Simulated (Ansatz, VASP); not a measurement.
**ZrS: VASP beside Ansatz**

File INCAR:

```
ALGO = Normal ; EDIFF = 1E-6
ENCUT = 520 ; GGA = PS
ISIF = 2 ; ISMEAR = -1
LASPH = True ; LCHARG = False
LREAL = False ; LWAVE = False
NBANDS = 16 ; NELM = 60
PREC = Accurate ; SIGMA = 0.05
```

The input KPOINTS:

```
k-points
0
Gamma
  10 10 10
```

Contents of POSCAR:

```
ZrS
1.0
    0.0000000000      2.6235080000      2.6235080000
    2.6235080000      0.0000000000      2.6235080000
    2.6235080000      2.6235080000      0.0000000000
Zr S
1 1
Direct
    0.0000000000      0.0000000000      0.0000000000
    0.5000000000      0.5000000000      0.5000000000
```

Input for Ansatz:

```yaml
crystal:
  lattice:
    - [0.0, 2.623508, 2.623508]
    - [2.623508, 0.0, 2.623508]
    - [2.623508, 2.623508, 0.0]
  atoms:
    - { symbol: Zr, position: [0.0, 0.0, 0.0] }
    - { symbol: S, position: [0.5, 0.5, 0.5] }
kpoints:
  mp_grid: { grid: [10, 10, 10] }
scf:
  occupations: { method: fermi_dirac, width: 0.05 }
hamiltonian:
  xc: pbesol
  pseudopotentials: { kind: paw }
output:
  forces: true
  stress: true
  eigenvalues: true
  populations: true
```

Change from the starting cell: shortest bond scaled by 1, PAW files.

Alike in both runs: task single point; functional PBEsol; k mesh 10 × 10 × 10; occupations fermi-dirac, width 0.05 eV; no spin polarisation.

|  | VASP | Ansatz |
| --- | --- | --- |
| version | VASP 6.6.1 | Ansatz 0.2.0 |
| potentials or method | VASP PAW PBE potentials, release 64 (Zr_sv, S) | PAW with Ansatz's default frozen-core files, scalar-relativistic |
| plane-wave cutoff (eV) | 520 | 420 |
| valence electrons in the cell | 18 | 18 |

|  | VASP | Ansatz | Ansatz less VASP |
| --- | --- | --- | --- |
| pressure (GPa) | -6.0 | -6.2 | -0.20 |

Caveats: the PAW data sets were made with another functional, which shifts forces and pressure a little (VASP).
